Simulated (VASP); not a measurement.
Runs of VASP 6.6.1 on Cu3N. It takes space group Pm-3m (No. 221, cubic). The conventional cell has a = 3.820 Å, b = 3.820 Å, c = 3.820 Å, α = 90.00°, β = 90.00°, γ = 90.00°. Cu (site symmetry 4/mmm) is surrounded by 2 N at 1.91 Å. N (site symmetry m-3m) has 6 Cu at 1.91 Å as nearest neighbours. The cell was built by a generator and needn't be a form met in nature.

```csv
task,level,potentials or basis,cell,k mesh,cutoff (eV),grid for exact exchange (PRECFOCK),screening parameter,gap on the mesh (eV),pressure (GPa),relaxed volume (Å³/atom)
relaxation of cell and atoms,PBE,"VASP PAW PBE potentials, release 64 (Cu, N)",relaxed,8 × 8 × 8,600,-,-,(c),0.0,14.09
relaxation of cell and atoms,r2SCAN,"VASP PAW PBE potentials, release 64 (Cu, N)",relaxed,8 × 8 × 8,600,-,-,(b),0.1,13.66
band structure,r2SCAN,"VASP PAW PBE potentials, release 64 (Cu, N)",as given,8 × 8 × 8,520,-,-,0.34,-2.5,-
band structure,PBE,"VASP PAW PBE potentials, release 64 (Cu, N)",as given,8 × 8 × 8,520,-,-,0.23,(a),-
band structure,HSE06,"VASP PAW PBE potentials, release 64 (Cu, N)",as given,6 × 6 × 6,520,Fast,0.2 1/A,1.00,0.4,-
relaxation of cell and atoms,LDA,"VASP PAW LDA potentials, release 64 (Cu, N)",relaxed,8 × 8 × 8,600,-,-,none,0.0,12.96
```

Alike in all rows: no spin polarisation; smearing gaussian 0.02 eV.

Question: Estimate the missing entries.

Answer: (a) 1.2; (b) 0.27; (c) 0.26.

Caveats: the PAW data sets were made with another functional, which shifts forces and pressure a little (some runs); the run has no spin polarisation, though such a crystal can be magnetic (some runs).

A k mesh can miss the band edges.

A gap of «none» marks a metal or a gap under the smearing width.
